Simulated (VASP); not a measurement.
# AlN (P6_3mc) in VASP: settings compared, part 2 of 2

VASP 6.6.1. Earlier steps stand in the parts before.

## (4) Relaxation of cell and atoms, PBE

File INCAR:

```
SYSTEM = AlN
PREC = Accurate
ENCUT = 600
EDIFF = 1E-6
ISMEAR = 0
SIGMA = 0.03
LREAL = .FALSE.
LASPH = .TRUE.
NELM = 80
ALGO = Normal
ISIF = 3
LWAVE = .FALSE.
LCHARG = .FALSE.
GGA = PE
IBRION = 2
NSW = 90
EDIFFG = -0.01
KPAR = 2
```

File KPOINTS:

```
regular mesh
0
G
  12 12 6
  0 0 0
```

File POSCAR:

```
AlN
1.0
    3.1130000000      0.0000000000      0.0000000000
   -1.5565000000      2.6959370820      0.0000000000
    0.0000000000      0.0000000000      4.9810000000
Al N
2 2
Direct
    0.3333333333      0.6666666667      0.0000000000
    0.6666666667      0.3333333333      0.5000000000
    0.3333333333      0.6666666667      0.3800000000
    0.6666666667      0.3333333333      0.8800000000
```

Potentials or basis: VASP PAW PBE potentials, release 64 (Al, N).

Run with:

```
$ cat potpaw_PBE.64/Al/POTCAR potpaw_PBE.64/N/POTCAR > POTCAR
$ mpirun -np 2 vasp_std > vasp.out
```

OUTCAR:

```text
SYSTEM = AlN
   PREC = Accurate
   ENCUT = 600
   EDIFF = 1E-6
   ISMEAR = 0
   LREAL = .FALSE.
   LASPH = .TRUE.
   NELM = 80
   ISIF = 3
   GGA = PE
   IBRION = 2
   NSW = 90
   EDIFFG = -0.01

 ion  position               nearest neighbor table
   1  0.333  0.667  0.000-   3 1.89   4 1.89   4 1.89   4 1.89   2 3.07   2 3.07   2 3.07   2 3.07
                             2 3.07   2 3.07
   2  0.667  0.333  0.500-   4 1.89   3 1.89   3 1.89   3 1.89   1 3.07   1 3.07   1 3.07   1 3.07
                             1 3.07   1 3.07
   3  0.333  0.667  0.380-   1 1.89   2 1.89   2 1.89   2 1.89
   4  0.667  0.333  0.880-   2 1.89   1 1.89   1 1.89   1 1.89

  LATTYP: Found a hexagonal cell.
 ALAT       =     3.1130000000
 C/A-ratio  =     1.6000642467

  Lattice vectors:

 A1 = (   3.1130000000,   0.0000000000,   0.0000000000)
 A2 = (  -1.5565000000,   2.6959370820,   0.0000000000)
 A3 = (   0.0000000000,   0.0000000000,   4.9810000000)

Analysis of symmetry for initial positions (statically):
=====================================================================
 Subroutine PRICEL returns:
 Original cell was already a primitive cell.

 Routine SETGRP: Setting up the symmetry group for a
 hexagonal supercell.

 Subroutine GETGRP returns: Found 12 space group operations
 (whereof  6 operations were pure point group operations)
 out of a pool of 24 trial point group operations.

[... 245 lines left out ...]
--------------------------------------- Ionic step        3  -------------------------------------------

 number of electron      15.9999999 magnetization

 Free energy of the ion-electron system (eV)
  ---------------------------------------------------
  ext. energy  EPLUGINS =         0.00000000
  ---------------------------------------------------
  free energy    TOTEN  =       -29.78264092 eV

  energy without entropy =      -29.78264092  energy(sigma->0) =      -29.78264092

 E-fermi :   6.1764     XC(G=0): -10.8355

 val. band max:        5.9763197840   @ k =   0.0000   0.0000   0.0000
 cond. band min:      10.0414952238   @ k =   0.0000   0.0000   0.0000
 fundamental gap:      4.0651754398
 Fermi energy:         6.1764166820

 k-point     1 :       0.0000    0.0000    0.0000
  band No.  band energies     occupation
      1      -9.0972      2.00000
      2      -7.0120      2.00000
      3       0.0645      2.00000
      4       5.1407      2.00000
      5       5.1407      2.00000
      6       5.7815      2.00000
      7       5.7815      2.00000
      8       5.9763      2.00000
      9      10.0415      0.00000
     10      12.5146      0.00000
     11      16.4474      0.00000
     12      17.0311      0.00000
[... 331 lines left out ...]
 k-point    24 :       0.3333    0.0000    0.1667
  band No.  band energies     occupation
      1      -7.8018      2.00000
      2      -6.6084      2.00000
      3       1.1357      2.00000
      4       2.0826      2.00000
      5       2.6843      2.00000
      6       4.2440      2.00000
      7       5.1987      2.00000
      8       5.3368      2.00000
      9      11.7675      0.00000
     10      12.5857      0.00000
     11      14.3396      0.00000
     12      16.0287      0.00000

 [... further k-points ...]
[... 5 lines left out ...]
  --------------------------------------------------------------------------------------
  -------------------------------------------------------------------------------------
  Total        0.0186784      0.0186784     -0.0196718      0.0000000      0.0000000     -0.0000000
  in kB        0.7041698      0.7041698     -0.7416209      0.0000000      0.0000000     -0.0000000
  external PRESSURE =       0.2222396 kB  Pullay stress =       0.0000000 kB
[... 19 lines left out ...]
  FREE ENERGIE OF THE ION-ELECTRON SYSTEM (eV)
  ---------------------------------------------------
  free  energy   TOTEN  =       -29.7826409163 eV

  energy  without entropy=      -29.7826409163  energy(sigma->0) =      -29.78264092

 reached required accuracy - stopping structural energy minimisation
```

Run time: 54 s. Hardware: 2 MPI ranks of Intel Xeon Platinum 8488C (Sapphire Rapids), shared host; peak memory 0.19 GiB.

What came out:

* Free energy: -29.7826 eV
* Relaxed volume: 10.62 Å³/atom
* Relaxed cell: a = 3.127 Å, b = 3.127 Å, c = 5.018 Å, α = 90.00°, β = 90.00°, γ = 120.00°
* Space group after relaxing (to 0.05 Å): P6_3mc (No. 186)
* Energy gained by relaxing: 2.1 meV/atom
* Ionic steps: 3
* Pressure after relaxing: 0.0 GPa
* Largest force after relaxing: 0.004 eV/Å
* Band gap on the k mesh: 4.07 eV, direct

Forces on the atoms (eV/Å):
```
Al   0.000  0.000 -0.004
Al   0.000  0.000 -0.004
N    0.000  0.000  0.004
N    0.000  0.000  0.004
```

The path:
| step | energy change (eV) | largest force (eV/Å) | pressure (GPa) | volume (Å³) |
| --- | --- | --- | --- | --- |
| 1 | 0.0000 | 0.1289 | 3.35 | 41.80 |
| 2 | -0.0017 | 0.0910 | -2.80 | 43.14 |
| 3 | -0.0083 | 0.0042 | 0.02 | 42.50 |

Final structure:
```
Al N
1.0
     3.12734    0.00000    0.00000
    -1.56367    2.70836    0.00000
     0.00000    0.00000    5.01754
Al N
2 2
Direct
  0.33333 0.66667 0.99934
  0.66667 0.33333 0.49934
  0.33333 0.66667 0.38066
  0.66667 0.33333 0.88066
```

Levels at points of the mesh, in eV from the valence-band top:
```csv
k point,band 6,band 7,band 8,band 9,band 10,band 11
"(0.00, 0.00, 0.00)",-0.19,-0.19,0.00,4.07,6.54,10.47
"(0.50, 0.00, 0.00)",-2.05,-1.74,-0.68,5.77,5.78,8.05
"(0.00, 0.00, 0.50)",-0.52,-0.52,-0.52,6.33,6.33,10.18
"(0.50, 0.00, 0.50)",-1.43,-1.34,-1.34,5.25,5.25,9.16
```

A k mesh can miss the band edges. PBE usually gives volumes a little too large and moduli too small.

## (5) Relaxation of cell and atoms, PBE

This run uses another cell than the first one, of 10.62 Å³/atom, 1.017 times its volume.

INCAR: that of step 4 with these lines changed.

```diff
@@ -3,3 +3,3 @@
 ENCUT = 600
-EDIFF = 1E-6
+EDIFF = 1E-7
 ISMEAR = 0
@@ -16,3 +16,3 @@
 NSW = 90
-EDIFFG = -0.01
+EDIFFG = -0.005
 KPAR = 2
```

KPOINTS is that of step 4.

File POSCAR:

```
AlN                                     
1.0
    3.1273442091      0.0000000000      0.0000000000
   -1.5636721045      2.7083595315      0.0000000000
    0.0000000000      0.0000000000      5.0175425414
  Al              N             
     2     2
Direct
     0.3333333332999970    0.6666666667000030    0.9993379579570320
     0.6666666667000030    0.3333333332999970    0.4993379579570320
     0.3333333332999970    0.6666666667000030    0.3806620420429706
     0.6666666667000030    0.3333333332999970    0.8806620420429706
```

Potentials or basis: VASP PAW PBE potentials, release 64 (Al, N).

Run with:

```
$ cat potpaw_PBE.64/Al/POTCAR potpaw_PBE.64/N/POTCAR > POTCAR
$ mpirun -np 2 vasp_std > vasp.out
```

OUTCAR:

```text
SYSTEM = AlN
   PREC = Accurate
   ENCUT = 600
   EDIFF = 1E-7
   ISMEAR = 0
   LREAL = .FALSE.
   LASPH = .TRUE.
   NELM = 80
   ISIF = 3
   GGA = PE
   IBRION = 2
   NSW = 90
   EDIFFG = -0.005

 ion  position               nearest neighbor table
   1  0.333  0.667  0.999-   4 1.90   4 1.90   4 1.90   3 1.91   2 3.09   2 3.09   2 3.09   2 3.09
                             2 3.09   2 3.09
   2  0.667  0.333  0.499-   3 1.90   3 1.90   3 1.90   4 1.91   1 3.09   1 3.09   1 3.09   1 3.09
                             1 3.09   1 3.09
   3  0.333  0.667  0.381-   2 1.90   2 1.90   2 1.90   1 1.91
   4  0.667  0.333  0.881-   1 1.90   1 1.90   1 1.90   2 1.91

  LATTYP: Found a hexagonal cell.
 ALAT       =     3.1273442091
 C/A-ratio  =     1.6044100700

  Lattice vectors:

 A1 = (   3.1273442091,   0.0000000000,   0.0000000000)
 A2 = (  -1.5636721045,   2.7083595315,   0.0000000000)
 A3 = (   0.0000000000,   0.0000000000,   5.0175425414)

Analysis of symmetry for initial positions (statically):
=====================================================================
 Subroutine PRICEL returns:
 Original cell was already a primitive cell.

 Routine SETGRP: Setting up the symmetry group for a
 hexagonal supercell.

 Subroutine GETGRP returns: Found 12 space group operations
 (whereof  6 operations were pure point group operations)
 out of a pool of 24 trial point group operations.

The static configuration has the point symmetry C_3v.
 The point group associated with its full space group is C_6v.

Analysis of symmetry for dynamics (positions and initial velocities):
=====================================================================
 Subroutine PRICEL returns:
 Original cell was already a primitive cell.

 Routine SETGRP: Setting up the symmetry group for a
 hexagonal supercell.

 Subroutine GETGRP returns: Found 12 space group operations
 (whereof  6 operations were pure point group operations)
 out of a pool of 24 trial point group operations.

The dynamic configuration has the point symmetry C_3v.
 The point group associated with its full space group is C_6v.

[... 185 lines left out ...]
  free  energy   TOTEN  =       -29.7835134646 eV

  energy  without entropy=      -29.7835134646  energy(sigma->0) =      -29.78351346

--------------------------------------- Ionic step        2  -------------------------------------------

 number of electron      15.9999999 magnetization

 Free energy of the ion-electron system (eV)
  ---------------------------------------------------
  ext. energy  EPLUGINS =         0.00000000
  ---------------------------------------------------
  free energy    TOTEN  =       -29.78352400 eV

  energy without entropy =      -29.78352400  energy(sigma->0) =      -29.78352400

 E-fermi :   6.1736     XC(G=0): -10.8355

 val. band max:        5.9793417467   @ k =   0.0000   0.0000   0.0000
 cond. band min:      10.0420202090   @ k =   0.0000   0.0000   0.0000
 fundamental gap:      4.0626784623
 Fermi energy:         6.1736287981

 k-point     1 :       0.0000    0.0000    0.0000
  band No.  band energies     occupation
      1      -9.0971      2.00000
      2      -7.0099      2.00000
      3       0.0663      2.00000
      4       5.1384      2.00000
      5       5.1384      2.00000
      6       5.7807      2.00000
      7       5.7807      2.00000
      8       5.9793      2.00000
      9      10.0420      0.00000
     10      12.5100      0.00000
     11      16.4509      0.00000
     12      17.0262      0.00000
[... 331 lines left out ...]
 k-point    24 :       0.3333    0.0000    0.1667
  band No.  band energies     occupation
      1      -7.8021      2.00000
      2      -6.6076      2.00000
      3       1.1354      2.00000
      4       2.0833      2.00000
      5       2.6852      2.00000
      6       4.2420      2.00000
      7       5.2003      2.00000
      8       5.3366      2.00000
      9      11.7683      0.00000
     10      12.5852      0.00000
     11      14.3405      0.00000
     12      16.0280      0.00000

 [... further k-points ...]
[... 5 lines left out ...]
  --------------------------------------------------------------------------------------
  -------------------------------------------------------------------------------------
  Total       -0.0026956     -0.0026956     -0.0059679     -0.0000000      0.0000000      0.0000000
  in kB       -0.1016239     -0.1016239     -0.2249856     -0.0000000      0.0000000      0.0000000
  external PRESSURE =      -0.1427445 kB  Pullay stress =       0.0000000 kB

 VOLUME and BASIS-vectors are now :
 -----------------------------------------------------------------------------
  energy-cutoff  :      600.00
  volume of cell :       42.50
      direct lattice vectors                 reciprocal lattice vectors
     3.127866159  0.000000000  0.000000000     0.319706774  0.184582792  0.000000000
    -1.563933080  2.708811554 -0.000000000    -0.000000000  0.369165584  0.000000000
     0.000000000  0.000000000  5.015925613    -0.000000000  0.000000000  0.199364998

 POSITION                                       TOTAL-FORCE (eV/Angst)
 -----------------------------------------------------------------------------------
     -0.00000      1.80587      5.01241        -0.000000     -0.000000     -0.004694
      1.56393      0.90294      2.50445        -0.000000      0.000000     -0.004694
     -0.00000      1.80587      1.90957         0.000000      0.000000      0.004694
      1.56393      0.90294      4.41753         0.000000     -0.000000      0.004694
 -----------------------------------------------------------------------------------
    total drift:                               -0.000000      0.000000      0.000636

  FREE ENERGIE OF THE ION-ELECTRON SYSTEM (eV)
  ---------------------------------------------------
  free  energy   TOTEN  =       -29.7835240039 eV

  energy  without entropy=      -29.7835240039  energy(sigma->0) =      -29.78352400

 reached required accuracy - stopping structural energy minimisation
```

OSZICAR:

```text
N       E                     dE             d eps       ncg     rms          rms(c)
DAV:   1     0.605046879880E+02    0.60505E+02   -0.81854E+03  1824   0.133E+03
DAV:   2    -0.296116351480E+02   -0.90116E+02   -0.82404E+02  2712   0.247E+02
[... 12 lines left out ...]
   1 F= -.29783513E+02 E0= -.29783513E+02  d E =-.297835E+02
       N       E                     dE             d eps       ncg     rms          rms(c)
DAV:   1    -0.297835321028E+02   -0.18606E-04   -0.77254E-04  1832   0.267E-01    0.158E-02
DAV:   2    -0.297835267776E+02    0.53252E-05   -0.70595E-06  2336   0.258E-02    0.894E-03
DAV:   3    -0.297835239820E+02    0.27956E-05   -0.40911E-06  2256   0.180E-02    0.573E-04
DAV:   4    -0.297835240039E+02   -0.21909E-07   -0.31347E-07  1924   0.543E-03
   2 F= -.29783524E+02 E0= -.29783524E+02  d E =-.105393E-04
```

CONTCAR:

```text
AlN
   1.00000000000000
     3.1278661591608188    0.0000000000000097    0.0000000000000000
    -1.5639330795303927    2.7088115535121919   -0.0000000000000000
     0.0000000000000000    0.0000000000000000    5.0159256131778687
  Al              N
     2     2
Direct
     0.3333333332999970    0.6666666667000030    0.9992990147951715
     0.6666666667000030    0.3333333332999970    0.4992990147951714
     0.3333333332999970    0.6666666667000030    0.3807009852048311
     0.6666666667000030    0.3333333332999970    0.8807009852048311

  0.00000000E+00  0.00000000E+00  0.00000000E+00
  0.00000000E+00  0.00000000E+00  0.00000000E+00
  0.00000000E+00  0.00000000E+00  0.00000000E+00
  0.00000000E+00  0.00000000E+00  0.00000000E+00
```

Run time: 24 s. Hardware: 2 MPI ranks of Intel Xeon Platinum 8488C (Sapphire Rapids), shared host; peak memory 0.18 GiB.

Results:

- Free energy: -29.7835 eV
- Energy gained by relaxing: 0.0 meV/atom
- Ionic steps: 2
- Pressure after relaxing: 0.0 GPa
- Largest force after relaxing: 0.005 eV/Å
- Band gap on the k mesh: 4.06 eV, direct

Forces on the atoms (eV/Å):
```
Al   0.000  0.000 -0.005
Al   0.000  0.000 -0.005
N    0.000  0.000  0.005
N    0.000  0.000  0.005
```

Final structure:
```
CELL_PARAMETERS angstrom
3.12787 0.00000 0.00000
-1.56393 2.70881 0.00000
0.00000 0.00000 5.01593
ATOMIC_POSITIONS crystal
Al 0.33333 0.66667 0.99930
Al 0.66667 0.33333 0.49930
N 0.33333 0.66667 0.38070
N 0.66667 0.33333 0.88070
```

Levels at points of the mesh, in eV from the valence-band top:
| k point | band 5 | band 6 | band 7 | band 8 | band 9 | band 10 | band 11 | band 12 |
| --- | --- | --- | --- | --- | --- | --- | --- | --- |
| (0.00, 0.00, 0.00) | -0.84 | -0.20 | -0.20 | 0.00 | 4.06 | 6.53 | 10.47 | 11.05 |
| (0.50, 0.00, 0.00) | -3.30 | -2.05 | -1.74 | -0.68 | 5.77 | 5.77 | 8.04 | 10.16 |
| (0.00, 0.00, 0.50) | -0.53 | -0.53 | -0.53 | -0.53 | 6.33 | 6.33 | 10.18 | 10.18 |
| (0.50, 0.00, 0.50) | -1.44 | -1.44 | -1.35 | -1.35 | 5.25 | 5.25 | 9.16 | 9.16 |

A k mesh can miss the band edges.
